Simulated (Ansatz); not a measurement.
## Piezoelectric tensor of GaN at 3 GPa (stress–strain coefficients)

Computed with DFT PBE, scalar-relativistic, plane waves, PAW in Ansatz 0.2.0. Cutoff 420 eV, 12×12×6 k-points (Γ-centred), fixed occupations. No spin polarisation.

The cell, relaxed at 3 GPa:
```yaml
crystal:
  lattice:
    - [3.20046, 0.00000, 0.00000]
    - [-1.60023, 2.77168, 0.00000]
    - [0.00000, 0.00000, 5.21401]
  atoms:
    - { symbol: Ga, position: [0.33333, 0.66667, 0.99916] }
    - { symbol: Ga, position: [0.66667, 0.33333, 0.49916] }
    - { symbol: N, position: [0.33333, 0.66667, 0.37584] }
    - { symbol: N, position: [0.66667, 0.33333, 0.87584] }
```

Q: Give the relaxed-ion proper piezoelectric stress tensor e_iJ (C/m², Voigt columns xx yy zz yz xz xy).

A:
```
x    0.00  0.00  0.00  0.00 -0.27  0.00
y    0.00  0.00  0.00 -0.27  0.00  0.00
z   -0.40 -0.40  0.70  0.00  0.00  0.00
```
Signs follow the orientation of the cell as given.

Q: With the elastic constants (GPa, Voigt order)
```
338.3 126.6  91.7   0.0   0.0   0.0
126.6 338.3  91.7   0.0   0.0   0.0
 91.7  91.7 373.2   0.0   0.0   0.0
  0.0   0.0   0.0  89.7   0.0   0.0
  0.0   0.0   0.0   0.0  89.7   0.0
  0.0   0.0   0.0   0.0   0.0 105.8
```
find the strain coefficients d = e·C⁻¹ (pC/N).

A:
```
x    0.00  0.00  0.00  0.00 -3.04  0.00
y    0.00  0.00  0.00 -3.04  0.00  0.00
z   -1.36 -1.36  2.56  0.00  0.00  0.00
```

Cost: 1 run of about 2.8 core-minutes, on AMD EPYC 9R45 (Zen 5) (shared hosts).